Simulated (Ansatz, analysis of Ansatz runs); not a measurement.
**F_O under the (100) surface of TiO2: energy against depth**

Question: does neutral F_O prefer the (100) surface of TiO2 or the inside, and by how much? The same defect is put at one site in each of several layers from the top towards the middle of one slab. Model: a cell of 96 host atoms with 1 O taken out and 1 F put in.

Program: Ansatz 0.2.0. Level of theory: plane-wave PAW DFT, PBE; a slab with vacuum, neutral defects. Results are calculated unless marked as measured.

**1. Starting point**

The cell holds 96 atoms: 32 Ti, 63 O and 1 F. Cell: a = 9.818 Å, b = 11.039 Å, c = 22.000 Å, α = 90.0°, β = 90.0°, γ = 90.0°. It derives from TiO2 (space group Pbcn), repeated 2×2×1. Vacuum lies along c. Nearest the centre at fractional (0.535, 0.547, 0.704): F90 at 0.00 Å, Ti30 at 1.77 Å, Ti56 at 1.89 Å, O23 at 2.57 Å, O70 at 2.66 Å, O22 at 2.67 Å, O91 at 2.73 Å, O41 at 2.86 Å.

The cell's shortest repeat is 9.8 Å.

**2. The clean slab**

The slab is cut stoichiometric, symmetric and without a dipole, at the in-plane lattice of the database's bulk structure, and all its atoms relax. Miller indices refer to pymatgen's conventional standard cell, whose axes can be ordered otherwise than in the space-group symbol.

Contents of slab/input.yaml:

```yaml
crystal:
  lattice:
    - [4.909197, 0.0, 0.0]
    - [0.0, 5.519619, 0.0]
    - [0.0, 0.0, 22.0]
  atoms:
    - { symbol: Ti, position: [0.25, 0.3270091, 0.3450449] }
    - { symbol: Ti, position: [0.75, 0.1729909, 0.4483483] }
    - { symbol: Ti, position: [0.75, 0.6729909, 0.3450449] }
    - { symbol: Ti, position: [0.25, 0.8270091, 0.4483483] }
    - { symbol: Ti, position: [0.25, 0.3270091, 0.5516517] }
    - { symbol: Ti, position: [0.75, 0.1729909, 0.6549551] }
    - { symbol: Ti, position: [0.75, 0.6729909, 0.5516517] }
    - { symbol: Ti, position: [0.25, 0.8270091, 0.6549551] }
    - { symbol: O, position: [0.9186491, 0.3817246, 0.3922648] }
    - { symbol: O, position: [0.0813509, 0.1182754, 0.4955682] }
    - { symbol: O, position: [0.4186491, 0.1182754, 0.4011284] }
    - { symbol: O, position: [0.5813509, 0.3817246, 0.297825] }
    - { symbol: O, position: [0.4186491, 0.6182754, 0.3922648] }
    - { symbol: O, position: [0.5813509, 0.8817246, 0.4955682] }
    - { symbol: O, position: [0.9186491, 0.8817246, 0.4011284] }
    - { symbol: O, position: [0.0813509, 0.6182754, 0.297825] }
    - { symbol: O, position: [0.9186491, 0.3817246, 0.5988716] }
    - { symbol: O, position: [0.0813509, 0.1182754, 0.702175] }
    - { symbol: O, position: [0.4186491, 0.1182754, 0.6077352] }
    - { symbol: O, position: [0.5813509, 0.3817246, 0.5044318] }
    - { symbol: O, position: [0.4186491, 0.6182754, 0.5988716] }
    - { symbol: O, position: [0.5813509, 0.8817246, 0.702175] }
    - { symbol: O, position: [0.9186491, 0.8817246, 0.6077352] }
    - { symbol: O, position: [0.0813509, 0.6182754, 0.5044318] }
basis:
  ecutwfc: 420
  xc_grid: 2
hamiltonian:
  xc: pbe
  pseudopotentials: { kind: paw, azcp: { folder: soft_1 } }
kpoints:
  mp_grid: { grid: [2, 2, 1] }
scf:
  occupations: { method: fermi_dirac, width: 0.01 }
  max_iter: 80
relax:
  f_tol: 0.01
  max_steps: 100
  random_displacement: { amplitude: 0.03, seed: 1894 }
output:
  forces: true
  eigenvalues: true
```

Started as:

```console
$ ansatz run input.yaml --threads 32 --pin off --max-ram 84787MiB --backend cuda --events-out ev --progress --plain --runs-dir out --max-vram 78GiB
```

Numbers of over 12 decimals in the logs are rounded to 6 here.

Output:

```text
[...]
Engine: ansatz 0.2.0, aarch64-unknown-linux-gnu
[...]
Pseudopotential: Ti, paw, valence charge 12, recommended cutoff 420 eV (normal), soft_1/Ti.paw.azcp
Pseudopotential: O, paw, valence charge 6, recommended cutoff 420 eV (normal), soft_1/O.paw.azcp
Functional definition: PBE
[...]
Crystal: 24 atoms, lattice volume = 596.132 Å³
Basis set: ecut = 420 eV, 11643 PW (Γ), exchange–correlation on 72×80×300 points (8 copies of the dense FFT grid, shifted against one another)
Bands: 120, of which v1, the nominal top of the filled ones, is band 96 counted from 1 (95 counted from 0)
[...]
k-points: 4
[...]
Functional: x = pbe(κ = 0.804, μ = 0.219515), c = pbe(β = 0.066725)
[...]
relax step   1: F+E_penalty+E_count = -29101.49299459 eV  Δ(F+E_penalty+E_count) = +0.000e0 eV  max|allowed force component| = 4.087e0 eV/Å  Δτ_max = 0.0000 Å  (16 SCF iters, dr2 threshold 2.50e-6 eV, [...]
[...]
SCF iter   8: F=-29104.033111 eV  HF=-29104.033129 eV  |F-HF|=1.86e-5  |Δ(HF+E_count)|=   4.77e-5  Δρ=8.19e-5  dr2=4.50e-5  ethr=5.21e-8  ⟨swp⟩=12.0  Hψ=2579  notcnv=0
SCF 2 converged in 8 iterations: F = -29104.033111 eV  dr2 = 4.50e-5
[...]
SCF 6 converged in 11 iterations: F = -29105.542339 eV  dr2 = 4.69e-8
[...]
SCF 9 converged in 7 iterations: F = -29105.564302 eV  dr2 = 7.01e-8
relax step   9: F+E_penalty+E_count = -29105.56430182 eV  Δ(F+E_penalty+E_count) = -4.692e-4 eV  max|allowed force component| = 9.496e-3 eV/Å  Δτ_max = 0.0071 Å  (7 SCF iters, accepted)
SCF converged after 7 iterations
[...]
--- Relaxed structure (9 steps of the walk, 7 accepted, 0 SCFs on fresh bases) ---
[...]
```

Run time: 4.6 s. Hardware: 1 × NVIDIA GB200 with 32 threads of Arm Neoverse V2, shared host; peak memory 1.2 GiB; 20 s of CPU time.

The steps of the relaxation:

| step | energy less that of the first step (eV) | largest force component (eV/Å) |
| --- | --- | --- |
| 1 | 0.0000 | 4.0866 |
| 2 | -2.5401 | 2.4247 |
| 3 | -3.8648 | 0.7699 |
| 4 | -3.9476 | 1.0204 |
| 5 | -3.9120 | 0.4407 |
| 6 | -4.0493 | 0.3682 |
| 7 | -4.0302 | 0.2173 |
| 8 | -4.0708 | 0.0323 |
| 9 | -4.0713 | 0.0095 |

Relaxation steps 5, 7 were tried and not accepted.

The atoms that moved most (Å, from the sites as typed, ahead of the random displacement, the mean shift of all atoms taken out):

| atom | dx | dy | dz | length |
| --- | --- | --- | --- | --- |
| Ti6 | 0.177 | -0.327 | 0.005 | 0.372 |
| Ti8 | 0.177 | 0.327 | 0.004 | 0.372 |
| Ti3 | 0.175 | -0.328 | -0.005 | 0.371 |
| Ti1 | 0.175 | 0.327 | -0.004 | 0.370 |
| Ti4 | -0.114 | 0.105 | -0.004 | 0.155 |
| Ti5 | -0.113 | 0.104 | 0.004 | 0.154 |
| Ti2 | -0.113 | -0.103 | -0.002 | 0.153 |
| Ti7 | -0.112 | -0.103 | 0.002 | 0.152 |

The relaxed structure:

```
Ti O
1.0
     4.90920    0.00000    0.00000
     0.00000    5.51962    0.00000
     0.00000    0.00000   22.00000
Ti O
8 16
Direct
  0.28465 0.38652 0.34458
  0.72603 0.15464 0.44799
  0.78467 0.61397 0.34454
  0.22584 0.84633 0.44787
  0.22610 0.34627 0.55158
  0.78508 0.11402 0.65492
  0.72630 0.65475 0.55148
  0.28511 0.88656 0.65486
  0.91788 0.36861 0.39192
  0.07758 0.11997 0.49543
  0.41678 0.11887 0.39827
  0.57059 0.40586 0.29562
  0.41787 0.63229 0.39185
  0.57763 0.88064 0.49540
  0.91684 0.88190 0.39816
  0.07052 0.59421 0.29555
  0.91708 0.38195 0.60129
  0.07107 0.09433 0.70387
  0.41827 0.13229 0.60760
  0.57764 0.38060 0.50407
  0.41704 0.61885 0.60121
  0.57108 0.90591 0.70383
  0.91824 0.86864 0.60752
  0.07757 0.62004 0.50403
```

With the common shift taken out, atoms move by up to 0.37 Å from the bulk-cut sites, and by up to 0.06 Å along the normal.

On a dense mesh the slab's energy differs by 1 meV an atom, so the sampling is kept; the layers are compared at one sampling, where most of this error should cancel, which was not tested.

**3. Does the supercell reconstruct?**

The clean supercell is relaxed from displaced atoms, since a reconstruction that only the larger cell allows would otherwise be counted to the defect.

Contents of pristine.relax/input.yaml:

```yaml
crystal:
  lattice:
    - [9.818394, 0.0, 0.0]
    - [0.0, 11.039238, 0.0]
    - [0.0, 0.0, 22.0]
  atoms:
    - { symbol: Ti, position: [0.14232562, 0.19326171, 0.34458039] }
    - { symbol: Ti, position: [0.36301272, 0.07731974, 0.44799236] }
    - { symbol: Ti, position: [0.39233452, 0.30698391, 0.3445402] }
    - { symbol: Ti, position: [0.11292008, 0.42316449, 0.44787145] }
[... 86 atom lines left out ...]
    - { symbol: O, position: [0.7091326, 0.56614375, 0.60759674] }
    - { symbol: O, position: [0.78881755, 0.69029801, 0.50406783] }
    - { symbol: O, position: [0.70851839, 0.809424, 0.60120997] }
    - { symbol: O, position: [0.78553932, 0.95295486, 0.70383335] }
    - { symbol: O, position: [0.95912014, 0.93432118, 0.60751978] }
    - { symbol: O, position: [0.53878359, 0.81001891, 0.5040329] }
basis:
  ecutwfc: 420
  xc_grid: 2
hamiltonian:
  xc: pbe
  pseudopotentials: { kind: paw, azcp: { folder: soft_1 } }
kpoints:
  mp_grid: { grid: [1, 1, 1] }
scf:
  occupations: { method: fermi_dirac, width: 0.01 }
  max_iter: 80
output:
  forces: true
relax:
  f_tol: 0.015
  max_steps: 80
  random_displacement: { amplitude: 0.05, seed: 1903 }
```

Output:

```text
[...]
Crystal: 96 atoms, lattice volume = 2384.527 Å³
Basis set: ecut = 420 eV, 46709 PW (Γ), exchange–correlation on 144×150×300 points (8 copies of the dense FFT grid, shifted against one another)
Bands: 480, of which v1, the nominal top of the filled ones, is band 384 counted from 1 (383 counted from 0)
[...]
k-points: 1
[...]
relax step   1: F+E_penalty+E_count = -116420.34133560 eV  Δ(F+E_penalty+E_count) = +0.000e0 eV  max|allowed force component| = 2.586e0 eV/Å  Δτ_max = 0.0000 Å  (14 SCF iters, dr2 threshold 5.63e-6 eV [...]
[...]
SCF iter   7: F=-116421.812825 eV  HF=-116421.812828 eV  |F-HF|=3.37e-6  |Δ(HF+E_count)|=   2.03e-5  Δρ=5.20e-5  dr2=5.92e-5  ethr=1.30e-8  ⟨swp⟩=3.0  Hψ=1712  notcnv=0
SCF 2 converged in 7 iterations: F = -116421.812825 eV  dr2 = 5.92e-5
[...]
SCF 5 converged in 9 iterations: F = -116422.257235 eV  dr2 = 2.96e-8
[...]
relax step   5: F+E_penalty+E_count = -116422.25723507 eV  Δ(F+E_penalty+E_count) = -2.648e-3 eV  max|allowed force component| = 1.378e-2 eV/Å  Δτ_max = 0.0165 Å  (9 SCF iters, accepted)
[...]
SCF converged after 9 iterations
[...]
```

Wall time 5.4 s (1 × NVIDIA GB200 with 32 threads); peak memory 1.5 GiB; 18 s of CPU time.

Atoms end at most 0.00 Å from the small cell's positions, so the small cell's structure is at least a local minimum.

**4. The defect, layer by layer**

Each layer's defect is relaxed from random displacements. Layer 1 is shown in full.

Contents of layer1_M1.relax/input.yaml:

```yaml
crystal:
  lattice:
    - [9.818394, 0.0, 0.0]
    - [0.0, 11.039238, 0.0]
    - [0.0, 0.0, 22.0]
  atoms:
    - { symbol: Ti, position: [0.14235884, 0.19337011, 0.34447738] }
    - { symbol: Ti, position: [0.36301592, 0.07725732, 0.44783932] }
[... 3 atom lines left out ...]
    - { symbol: Ti, position: [0.39246305, 0.05708277, 0.65488699] }
    - { symbol: Ti, position: [0.36307066, 0.32715548, 0.55149151] }
    - { symbol: Ti, position: [0.14237336, 0.44325836, 0.65491109] }
[... 5 atom lines left out ...]
    - { symbol: O, position: [0.28896585, 0.44029662, 0.49537317] }
[... 2 atom lines left out ...]
    - { symbol: O, position: [0.45848048, 0.19091057, 0.60122213] }
[... 3 atom lines left out ...]
    - { symbol: O, position: [0.20838726, 0.30933742, 0.60122959] }
    - { symbol: O, position: [0.28529171, 0.45288901, 0.70390992] }
    - { symbol: O, position: [0.45902112, 0.43409954, 0.60765586] }
[... 2 atom lines left out ...]
    - { symbol: Ti, position: [0.36316888, 0.57724191, 0.44802139] }
[... 2 atom lines left out ...]
    - { symbol: Ti, position: [0.11300311, 0.67302557, 0.55154582] }
    - { symbol: Ti, position: [0.39241594, 0.55686963, 0.65499571] }
    - { symbol: Ti, position: [0.36284884, 0.82739543, 0.55153685] }
    - { symbol: Ti, position: [0.1424963, 0.94335609, 0.65493047] }
[... 8 atom lines left out ...]
    - { symbol: O, position: [0.45837206, 0.69087012, 0.60137924] }
    - { symbol: O, position: [0.03533654, 0.54724371, 0.70389579] }
    - { symbol: O, position: [0.20896274, 0.56611142, 0.60765561] }
    - { symbol: O, position: [0.28886935, 0.69029138, 0.50415562] }
    - { symbol: O, position: [0.20838835, 0.80933279, 0.60130596] }
    - { symbol: O, position: [0.28539833, 0.95325866, 0.70391833] }
    - { symbol: O, position: [0.45898438, 0.9340776, 0.60765534] }
[... 4 atom lines left out ...]
    - { symbol: Ti, position: [0.61307658, 0.42310916, 0.44779014] }
    - { symbol: Ti, position: [0.61311063, 0.17326752, 0.55148744] }
[... 1 atom line left out ...]
    - { symbol: Ti, position: [0.86313719, 0.32736371, 0.55145827] }
    - { symbol: Ti, position: [0.64242841, 0.44320858, 0.65488068] }
[... 5 atom lines left out ...]
    - { symbol: O, position: [0.78890341, 0.44022259, 0.49528207] }
[... 2 atom lines left out ...]
    - { symbol: O, position: [0.95841975, 0.19097846, 0.60125694] }
    - { symbol: O, position: [0.53542854, 0.04727084, 0.70385306] }
    - { symbol: O, position: [0.70907847, 0.06611253, 0.60757071] }
[... 1 atom line left out ...]
    - { symbol: O, position: [0.70845554, 0.30935029, 0.60120738] }
    - { symbol: O, position: [0.78531901, 0.45300931, 0.70390553] }
    - { symbol: O, position: [0.95899993, 0.43417115, 0.60761147] }
    - { symbol: O, position: [0.53894621, 0.31002967, 0.50405911] }
[... 4 atom lines left out ...]
    - { symbol: Ti, position: [0.61278301, 0.67312059, 0.55165022] }
    - { symbol: Ti, position: [0.89236003, 0.55695729, 0.65495887] }
    - { symbol: Ti, position: [0.86294768, 0.82714283, 0.55151671] }
    - { symbol: Ti, position: [0.64242133, 0.9433401, 0.6548834] }
[... 1 atom line left out ...]
    - { symbol: O, position: [0.5388752, 0.55998287, 0.49539621] }
[... 6 atom lines left out ...]
    - { symbol: O, position: [0.95839326, 0.6908506, 0.60124457] }
    - { symbol: F, position: [0.53538204, 0.54706496, 0.70393718] }
    - { symbol: O, position: [0.7090509, 0.5660458, 0.60759659] }
    - { symbol: O, position: [0.78881999, 0.69020869, 0.50409954] }
    - { symbol: O, position: [0.70837527, 0.80926999, 0.60126946] }
    - { symbol: O, position: [0.78545035, 0.95297633, 0.7038138] }
    - { symbol: O, position: [0.95908186, 0.93403558, 0.60758544] }
    - { symbol: O, position: [0.53883748, 0.81001915, 0.50415544] }
basis:
  ecutwfc: 420
  xc_grid: 2
hamiltonian:
  xc: pbe
  pseudopotentials: { kind: paw, azcp: { folder: soft_1 } }
kpoints:
  mp_grid: { grid: [1, 1, 1] }
magnetization:
  spin_polarized: true
  initial_magnetization: 1
  spin_locking: { lock_magnetization: hard }
scf:
  occupations: { method: fermi_dirac, width: 0.01 }
  max_iter: 80
output:
  forces: true
relax:
  f_tol: 0.03
  max_steps: 90
  random_displacement: { amplitude: 0.05, seed: 1895 }
```

Output:

```text
[...]
Crystal: 96 atoms, lattice volume = 2384.527 Å³
Basis set: ecut = 420 eV, 46709 PW (Γ), exchange–correlation on 144×150×300 points (8 copies of the dense FFT grid, shifted against one another)
Bands: 481, of which v1, the nominal top of the filled ones, is band 385 counted from 1 (384 counted from 0)
[...]
k-points: 1
[...]
SCF 1 converged in 17 iterations: F = -116661.366617 eV  dr2 = 4.65e-7
[...]
relax step   1: F+E_penalty+E_count = -116661.36661733 eV  Δ(F+E_penalty+E_count) = +0.000e0 eV  max|allowed force component| = 3.269e0 eV/Å  Δτ_max = 0.0000 Å  (17 SCF iters, dr2 threshold 2.25e-5 eV [...]
[...]
SCF 2 converged in 9 iterations: F = -116662.917785 eV  dr2 = 1.91e-5
[...]
SCF 7 converged in 7 iterations: F = -116663.597907 eV  dr2 = 3.44e-6
[...]
SCF 9 converged in 10 iterations: F = -116663.600297 eV  dr2 = 4.29e-9
[...]
SCF converged after 10 iterations
[...]
```

Wall time 12 s (1 × NVIDIA GB200 with 32 threads); peak memory 1.8 GiB.

[end of part 1 of 2]

[Logs are printed without paths, hosts, clocks, repeated set-up lines and the standing remarks that a program may print on its own settings, such as how far it seeks lower states.]

[Hosts, paths, dates, database ids (printed as entryN), source tags and the programs' standing remarks are cut or masked in the printed files.]

[Maps of the electrostatic potential energy from Ansatz leave out the sawtooth potential of an applied field or a dipole correction, so their vacuum need not be flat.]
